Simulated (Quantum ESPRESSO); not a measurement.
MgSe under changes of volume

One of the cells (20.246 Å³/atom); the others are scaled copies at fixed shape and fractional positions:

```
CELL_PARAMETERS angstrom
0.00000 2.72550 2.72550
2.72550 0.00000 2.72550
2.72550 2.72550 0.00000
ATOMIC_POSITIONS crystal
Se 0.50000 0.50000 0.50000
Mg 0.00000 0.00000 0.00000
```

* Program: Quantum ESPRESSO 7.5
* Functional: LDA
* Potentials or basis: GBRV 1.5 LDA
* Cutoff: 612 eV
* Density cutoff: 4898 eV
* k mesh: 8 × 8 × 8
* Occupations: fermi-dirac, width 0.05 eV
* Spin: no spin polarisation

```tsv
volume (Å³/atom)	energy over the lowest point (meV/atom)	pressure (GPa)	gap on the mesh (eV)
19.031	3.59	2.2	1.75
19.436	0.00	0.6	1.72
19.841	0.14	-0.8	1.68
20.246	3.73	-2.1	1.65
20.651	10.39	-3.3	1.62
21.056	?	?	?
21.461	31.69	-5.2	1.56
```

Problem. What does the run at 21.056 Å³/atom give?

Solution. Energy over the lowest point 19.82 meV/atom; pressure -4.3 GPa; gap on the mesh 1.59 eV.

Worked out: A Birch-Murnaghan fit of order 3 (a polynomial in V^(-2/3)) to the other rows has its minimum at 19.62 Å³/atom with B0 = V·E''(V) = 69 GPa and B' = 4.1. It gives 19.79 meV/atom at 21.056 Å³/atom, against the run's 19.82, and -dE/dV = -4.2 GPa, against -4.3. A straight line through the other rows of the gap, of slope -1.59 eV per unit of ln V, gives 1.59 eV, against the run's 1.59.

Energies are extrapolated to zero smearing.

A mesh can miss the band edges. Spin-orbit coupling on Se is left out.
